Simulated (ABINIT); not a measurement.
# C (Fd-3m) in ABINIT: notebook

One crystal, C, is run at these levels: SOGGA, BP86, PBE, AM05; tasks: equation of state, band structure.

Everything below comes from runs of ABINIT 10.8.3 (patched build). Logs are shortened: lines on timing, memory, paths and dates and some standing lists are left out, and cuts for length are marked. The log counts tension as positive stress, the text compression.

**The experiment to reproduce.**

“Equation of state of cubic boron nitride at high pressures and temperatures”, 2007, arxiv:cond-mat/0702656 quotes, for a bulk crystal of C: bulk modulus 444.8 ± 0.8 GPa; bulk modulus 442 ± 5 GPa.

How close the calculation comes is told below.

**1. Starting point**

It takes space group Fd-3m (No. 227, cubic). The conventional cell has a = 3.567 Å, b = 3.567 Å, c = 3.567 Å, α = 90.00°, β = 90.00°, γ = 90.00°. C (site symmetry -43m) has 4 C at 1.54 Å as nearest neighbours.

This isn't the form of C at room conditions, which is graphite.

**2. Equation of state, SOGGA**

Contents of run.abi:

```
# Datasets: one volume each
ndtset 7
getwfk -1
scalecart1 3*0.9795861087
scalecart2 3*0.9864848297
scalecart3 3*0.9932883884
scalecart4 3*1.0000000000
scalecart5 3*1.0066227096
scalecart6 3*1.0131594038
scalecart7 3*1.0196128224

# Pseudopotentials
pp_dirpath "./"
pseudos "C.upf"

# Structure
acell 2.5220660407 2.5220660407 2.5220660407 Angstrom
rprim
     0.0000000000     0.7071067812     0.7071067812
     0.7071067812     0.0000000000     0.7071067812
     0.7071067812     0.7071067812     0.0000000000
ntypat 1
znucl 6
natom 2
typat 1 1
xred
     0.7500000000     0.7500000000     0.7500000000
     0.5000000000     0.5000000000     0.5000000000

# Plane-wave basis
ecut 41.0

# k points
kptopt 1
ngkpt 13 13 13
nshiftk 1
shiftk 0.0 0.0 0.0

# Exchange and correlation
ixc -150130

# Bands and occupations
nband 8
occopt 3
tsmear 0.00183747

# SCF cycle
nstep 100
tolvrs 1.0e-10

# Output
iomode 3
prtwf 1
prtden 0
prteig 0
prtebands 0
```

Potentials or basis: PseudoDojo NC SR PBEsol v0.4.1 standard.

Launch:

```
> abinit run.abi > log 2>&1
```

run.abo:

```text
.Version 10.8.3 of ABINIT
 DATASET    1 : space group Fd -3 m (#227); Bravais cF (face-center cubic)
================================================================================
 Values of the parameters that define the memory need for DATASET  1.
     intxc =       0    ionmov =       0      iscf =       7    lmnmax =       4
     lnmax =       4     mgfft =      30  mpssoang =       2    mqgrid =    3001
     natom =       2  nloc_mem =       1    nspden =       1   nspinor =       1
    nsppol =       1      nsym =      48    n1xccc =    2501    ntypat =       1
    occopt =       3   xclevel =       2
       mpw =         918          nfft =       27000          nkpt =          84
================================================================================
================================================================================
[... 61 lines left out ...]
 DATASET    7 : space group Fd -3 m (#227); Bravais cF (face-center cubic)
================================================================================
 Values of the parameters that define the memory need for DATASET  7.
     intxc =       0    ionmov =       0      iscf =       7    lmnmax =       4
     lnmax =       4     mgfft =      30  mpssoang =       2    mqgrid =    3001
     natom =       2  nloc_mem =       1    nspden =       1   nspinor =       1
    nsppol =       1      nsym =      48    n1xccc =    2501    ntypat =       1
    occopt =       3   xclevel =       2
       mpw =        1030          nfft =       27000          nkpt =          84
================================================================================
================================================================================

--------------------------------------------------------------------------------
------------- Echo of variables that govern the present computation ------------
--------------------------------------------------------------------------------
 -outvars: echo values of preprocessed input variables --------
            acell      4.7660140884E+00  4.7660140884E+00  4.7660140884E+00 Bohr
              amu      1.20110000E+01
             ecut      4.10000000E+01 Hartree
           getwfk          -1
                       outvar_i_n : Printing only first  50 k-points.
              ixc     -150130
           jdtset        1    2    3    4    5    6    7
                       outvar_i_n : Printing only first  50 k-points.
         kptrlatt       13    0    0      0   13    0      0    0   13
          kptrlen1     6.06933755E+01
          kptrlen2     6.11208078E+01
          kptrlen3     6.15423439E+01
          kptrlen4     6.19581832E+01
          kptrlen5     6.23685142E+01
          kptrlen6     6.27735159E+01
          kptrlen7     6.31733580E+01
            natom           2
            nband           8
           ndtset           7
            ngfft          30      30      30
[... 62 lines left out ...]
                       3.4361776790E+00  3.4361776790E+00  3.4361776790E+00
             xred      7.5000000000E-01  7.5000000000E-01  7.5000000000E-01
                       5.0000000000E-01  5.0000000000E-01  5.0000000000E-01
            znucl        6.00000

================================================================================

 chkinp: Checking input parameters for consistency, jdtset=   1.

 chkinp: Checking input parameters for consistency, jdtset=   2.
[... 32 lines left out ...]
 getcut : COMMENT -
  Note that boxcut > 2.2 ; recall that boxcut=Gcut(box)/Gcut(sphere) = 2
  is sufficient for exact treatment of convolution.
  Such a large boxcut is a waste : you could raise ecut
  e.g. ecut=   51.052900 Hartrees makes boxcut=2

--- Pseudopotential description ------------------------------------------------
- pspini: atom type   1  psp file is ./C.upf
12 -116133 1 -1 1248                          pspcod,pspxc,lmax,lloc,mmax
     nproj     2     2

   6.95854787E+01                                ecore*ucvol(ha*bohr**3)
--------------------------------------------------------------------------------

================================================================================

--- !BeginCycle
iteration_state: {dtset: 1, }
solver: {iscf: 7, nstep: 100, nline: 4, wfoptalg: 0, }
tolerances: {tolvrs: 1.00E-10, }
...
[... 983 lines left out ...]
-Cartesian components of stress tensor (GPa)         [Pressure= -2.9028E+01 GPa]
- sigma(1 1)=  2.90275381E+01  sigma(3 2)=  0.00000000E+00
- sigma(2 2)=  2.90275381E+01  sigma(3 1)=  0.00000000E+00
- sigma(3 3)=  2.90275381E+01  sigma(2 1)=  0.00000000E+00

== END DATASET(S) ==============================================================
================================================================================

 -outvars: echo values of variables after computation  --------
            acell      4.7660140884E+00  4.7660140884E+00  4.7660140884E+00 Bohr
           etotal1    -1.1976519991E+01
           etotal2    -1.1977476472E+01
           etotal3    -1.1977887115E+01
           etotal4    -1.1977800111E+01
           etotal5    -1.1977260753E+01
           etotal6    -1.1976310366E+01
           etotal7    -1.1974985202E+01
            fcart1    -0.0000000000E+00 -0.0000000000E+00 -0.0000000000E+00
                      -0.0000000000E+00 -0.0000000000E+00 -0.0000000000E+00
            fcart2    -8.8981754839E-32 -2.2739781792E-31  5.4377739068E-31
                       8.8981754839E-32  2.2739781792E-31 -5.4377739068E-31
            fcart3     3.9276565170E-31 -7.0697817306E-31  3.9276565170E-31
                      -3.9276565170E-31  7.0697817306E-31 -3.9276565170E-31
            fcart4     1.7516230804E-46 -4.6815547343E-31  1.0923627713E-30
                       0.0000000000E+00  4.6815547343E-31 -1.0923627713E-30
            fcart5    -1.0851759661E-30 -1.0851759661E-30  2.6354273461E-30
                       1.0851759661E-30  1.0851759661E-30 -2.6354273461E-30
[... 38 lines left out ...]
                       0.0000000000E+00  0.0000000000E+00  0.0000000000E+00
           xangst1     2.6204467180E+00  2.6204467180E+00  2.6204467180E+00
                       1.7469644787E+00  1.7469644787E+00  1.7469644787E+00
           xangst2     2.6389011761E+00  2.6389011761E+00  2.6389011761E+00
                       1.7592674508E+00  1.7592674508E+00  1.7592674508E+00
           xangst3     2.6571010699E+00  2.6571010699E+00  2.6571010699E+00
                       1.7714007132E+00  1.7714007132E+00  1.7714007132E+00
           xangst4     2.6750550000E+00  2.6750550000E+00  2.6750550000E+00
                       1.7833700000E+00  1.7833700000E+00  1.7833700000E+00
           xangst5     2.6927711124E+00  2.6927711124E+00  2.6927711124E+00
                       1.7951807416E+00  1.7951807416E+00  1.7951807416E+00
           xangst6     2.7102571290E+00  2.7102571290E+00  2.7102571290E+00
                       1.8068380860E+00  1.8068380860E+00  1.8068380860E+00
           xangst7     2.7275203786E+00  2.7275203786E+00  2.7275203786E+00
                       1.8183469191E+00  1.8183469191E+00  1.8183469191E+00
             xred      7.5000000000E-01  7.5000000000E-01  7.5000000000E-01
                       5.0000000000E-01  5.0000000000E-01  5.0000000000E-01
 Calculation completed.
```

It took 82 s on 1 thread of Arm Neoverse V1, shared host; peak memory 0.11 GiB.

What came out:

| Quantity | Value |
| --- | --- |
| Equilibrium volume | 5.59 Å³/atom |
| Bulk modulus | 457 GPa |
| Pressure derivative of the bulk modulus | 3.7 |

Energy against volume, from the lowest point:
```tsv
volume (Å³/atom)	energy (meV/atom)
5.332	18.60
5.445	5.59
5.558	0.00
5.672	1.18
5.785	8.52
5.899	21.45
6.012	39.48
```

Caveat: pressures at fixed basis lie under the slope of the energies; the potentials were made for another functional, which shifts forces and pressure.

**3. Equation of state, BP86**

Changes to run.abi since step 2:

```diff
@@ -16,3 +16,3 @@
 # Structure
-acell 2.5220660407 2.5220660407 2.5220660407 Angstrom
+acell 4.7660140852 4.7660140852 4.7660140852
 rprim
@@ -39,3 +39,3 @@
 # Exchange and correlation
-ixc -150130
+ixc -106132
 
@@ -56 +56,2 @@
 prtebands 0
+enunit 2
```

Potentials or basis: PseudoDojo NC SR PBE v0.4.1 standard.

Launch:

```
> abinit run.abi > log 2>&1
```

Run time: 75 s. Hardware: 1 thread of Arm Neoverse V1, shared host; peak memory 0.11 GiB.

It converged, with:

```yaml
Equilibrium_volume: 5.75 Å³/atom
Bulk_modulus: 425 GPa
Pressure_derivative_of_the_bulk_modulus: 3.7
```

Energy against volume, from the lowest point:
```tsv
volume (Å³/atom)	energy (meV/atom)
5.332	44.41
5.445	22.56
5.558	8.31
5.672	0.98
5.785	0.00
5.899	4.76
6.012	14.79
```

Caveat: pressures at fixed basis lie under the slope of the energies; the potentials were made for another functional, which shifts forces and pressure.

**4. Equation of state, PBE**

Contents of run.abi:

```
ndtset 7
getwfk -1
scalecart1 3*0.9795861087
scalecart2 3*0.9864848297
scalecart3 3*0.9932883884
scalecart4 3*1.0000000000
scalecart5 3*1.0066227096
scalecart6 3*1.0131594038
scalecart7 3*1.0196128224

pp_dirpath "./"
pseudos "C.upf"

acell 3*1.0
rprim
     0.0000000000     3.3700808789     3.3700808789
     3.3700808789     0.0000000000     3.3700808789
     3.3700808789     3.3700808789     0.0000000000
ntypat 1
znucl 6
natom 2
typat 1 1
xred
     0.7500000000     0.7500000000     0.7500000000
     0.5000000000     0.5000000000     0.5000000000

ecut 41.0

kptopt 1
ngkpt 13 13 13
nshiftk 1
shiftk 0.0 0.0 0.0

ixc 11

nband 8
occopt 3
tsmear 0.00183747

nstep 100
tolvrs 1.0e-10

iomode 3
prtwf 1
prtden 0
prteig 0
prtebands 0
enunit 2
```

Potentials or basis: PseudoDojo NC SR PBE v0.4 stringent.

Launch:

```
> abinit run.abi > log 2>&1
```

run.abo:

```text
.Version 10.8.3 of ABINIT
 DATASET    1 : space group Fd -3 m (#227); Bravais cF (face-center cubic)
================================================================================
 Values of the parameters that define the memory need for DATASET  1.
     intxc =       0    ionmov =       0      iscf =       7    lmnmax =       4
     lnmax =       4     mgfft =      30  mpssoang =       2    mqgrid =    3001
     natom =       2  nloc_mem =       1    nspden =       1   nspinor =       1
    nsppol =       1      nsym =      48    n1xccc =    2501    ntypat =       1
    occopt =       3   xclevel =       2
       mpw =         918          nfft =       27000          nkpt =          84
================================================================================
================================================================================
[... 61 lines left out ...]
 DATASET    7 : space group Fd -3 m (#227); Bravais cF (face-center cubic)
================================================================================
[... 1239 lines left out ...]
                       1.7945959827E-30  7.8025912292E-32 -2.1066996319E-30
            fcart5     7.7512569057E-31  4.6507541434E-31 -1.7052765192E-30
                      -7.7512569057E-31 -4.6507541434E-31  1.7052765192E-30
[... 38 lines left out ...]
                       0.0000000000E+00  0.0000000000E+00  0.0000000000E+00
           xangst1     2.6204467163E+00  2.6204467163E+00  2.6204467163E+00
                       1.7469644775E+00  1.7469644775E+00  1.7469644775E+00
           xangst2     2.6389011743E+00  2.6389011743E+00  2.6389011743E+00
                       1.7592674496E+00  1.7592674496E+00  1.7592674496E+00
           xangst3     2.6571010680E+00  2.6571010680E+00  2.6571010680E+00
                       1.7714007120E+00  1.7714007120E+00  1.7714007120E+00
           xangst4     2.6750549982E+00  2.6750549982E+00  2.6750549982E+00
                       1.7833699988E+00  1.7833699988E+00  1.7833699988E+00
           xangst5     2.6927711106E+00  2.6927711106E+00  2.6927711106E+00
                       1.7951807404E+00  1.7951807404E+00  1.7951807404E+00
           xangst6     2.7102571271E+00  2.7102571271E+00  2.7102571271E+00
                       1.8068380847E+00  1.8068380847E+00  1.8068380847E+00
           xangst7     2.7275203768E+00  2.7275203768E+00  2.7275203768E+00
                       1.8183469179E+00  1.8183469179E+00  1.8183469179E+00
             xred      7.5000000000E-01  7.5000000000E-01  7.5000000000E-01
                       5.0000000000E-01  5.0000000000E-01  5.0000000000E-01
 Calculation completed.
```

Run time: 69 s. Hardware: 1 thread of Arm Neoverse V2, shared host; peak memory 0.1 GiB.

What came out:

```yaml
Equilibrium_volume: 5.70 Å³/atom
Bulk_modulus: 432 GPa
Pressure_derivative_of_the_bulk_modulus: 3.7
```

Energy against volume, from the lowest point:
| volume (Å³/atom) | energy (meV/atom) |
| --- | --- |
| 5.332 | 35.45 |
| 5.445 | 16.33 |
| 5.558 | 4.74 |
| 5.672 | 0.00 |
| 5.785 | 1.51 |
| 5.899 | 8.69 |
| 6.012 | 21.05 |

Caveat: pressures at fixed basis lie under the slope of the energies.

**5. Band structure, SOGGA**

Contents of run.abi:

```
# Datasets: ground state, then fixed potential
ndtset 2

# Pseudopotentials
pp_dirpath "./"
pseudos "C.upf"

# Structure
acell 2.5220660407 2.5220660407 2.5220660407 Angstrom
rprim
     0.0000000000     0.7071067812     0.7071067812
     0.7071067812     0.0000000000     0.7071067812
     0.7071067812     0.7071067812     0.0000000000
ntypat 1
znucl 6
natom 2
typat 1 1
xred
     0.7500000000     0.7500000000     0.7500000000
     0.5000000000     0.5000000000     0.5000000000

# Plane-wave basis
ecut 41.0

# Exchange and correlation
ixc -150130

# Bands and occupations
occopt 3
tsmear 0.05 eV

# SCF cycle
nstep 100

# Output
iomode 3
prtwf 0
prteig 0
prtebands 0
prtden1 1
prtvha1 1
prtvclmb1 1
prtpot1 1
prtelf1 1

# Dataset 1
kptopt1 1
ngkpt1 13 13 13
nshiftk1 1
shiftk1 0.0 0.0 0.0
nband1 8
tolvrs1 1.0e-10

# Dataset 2: bands along G-X-W-K-G-L-U-W-L-K
iscf2 -2
getden2 1
nband2 12
nbdbuf2 2
tolwfr2 1.0e-12
kptopt2 -9
ndivsm2 6
prteig2 1
kptbounds2
     0.0000000000     0.0000000000     0.0000000000
     0.5000000000     0.0000000000     0.5000000000
     0.5000000000     0.2500000000     0.7500000000
     0.3750000000     0.3750000000     0.7500000000
     0.0000000000     0.0000000000     0.0000000000
     0.5000000000     0.5000000000     0.5000000000
     0.6250000000     0.2500000000     0.6250000000
     0.5000000000     0.2500000000     0.7500000000
     0.5000000000     0.5000000000     0.5000000000
     0.3750000000     0.3750000000     0.7500000000
```

Potentials or basis: PseudoDojo NC SR PBEsol v0.4.1 standard.

Launch:

```
> abinit run.abi > log 2>&1
```

It took 23 s on 1 thread of Arm Neoverse V2, shared host; peak memory 0.1 GiB.

The run converged. Its results:

* Free energy: -325.9325 eV
* Pressure: -6.3 GPa
* Band gap on the k mesh: 3.98 eV, indirect (least direct gap 5.53 eV)
* Band gap along the path: 3.98 eV, indirect (least direct gap 5.53 eV)
* All electrons inside the program's atomic spheres: C 4.65, 4.69 (radii [1.0584] Å)

Levels at the corners of the path, in eV from the valence-band top:
```
point  band 1  band 2  band 3  band 4  band 5  band 6  band 7  band 8
    Γ  -21.61    0.00    0.00    0.00    5.53    5.53    5.53   13.33
    X  -12.84  -12.84   -6.39   -6.39    4.56    4.56   16.80   16.80
    W  -12.01  -12.01   -8.48   -8.48   10.44   10.44   12.31   12.31
    K  -13.01  -11.80   -9.49   -5.44    5.49   10.62   14.35   15.60
    Γ  -21.61    0.00    0.00    0.00    5.53    5.53    5.53   13.33
    L  -15.75  -13.55   -2.84   -2.84    8.39    8.39    8.83   15.42
    U  -13.01  -11.80   -9.49   -5.44    5.49   10.62   14.35   15.60
    W  -12.01  -12.01   -8.48   -8.48   10.44   10.44   12.31   12.31
    L  -15.75  -13.55   -2.84   -2.84    8.39    8.39    8.83   15.42
    K  -13.01  -11.80   -9.49   -5.44    5.49   10.62   14.35   15.60
```

Caveat: the potentials were made for another functional, which shifts forces and pressure.

(Part 1 of 2 ends here.)
